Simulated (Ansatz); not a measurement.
## TiB under pressure

These are results of DFT r2SCAN, scalar-relativistic, plane waves, PAW (Ansatz), not measurements. (500 eV cutoff, 14×14×14 k-mesh, Gaussian smearing of 0.10 eV, no spin polarisation)

Reference structure (relaxed):

```yaml
crystal:
  lattice:
    - [0.00000, 2.47672, 2.47672]
    - [2.47672, 0.00000, 2.47672]
    - [2.47672, 2.47672, 0.00000]
  atoms:
    - { symbol: Ti, position: [0.75000, 0.75000, 0.75000] }
    - { symbol: B, position: [0.00000, 0.00000, 0.00000] }
```

Cell and atoms are relaxed at each pressure within the symmetry of the start, at zero temperature, so transitions that lower the symmetry aren't seen. The k-mesh given is that at zero pressure and may differ at others. a, b and c are the lengths of the cell vectors above.

```tsv
P (GPa)	V (Å³/atom)	V/V0	a (Å)	b (Å)	c (Å)
-2	15.49	1.019	3.525	3.525	3.525
0	15.19	1.000	3.503	3.503	3.503
2	14.91	0.982	3.481	3.481	3.481
5	14.53	0.956	3.451	3.451	3.451
10	13.99	0.921	3.408	3.408	3.408
20	13.12	0.863	3.335	3.335	3.335
40	11.87	0.781	3.226	3.226	3.226
```

(1) What bulk modulus and pressure derivative fit these points?

Answers

(1) A third-order Birch–Murnaghan fit gives B0 = 105 GPa and B0' = 3.6.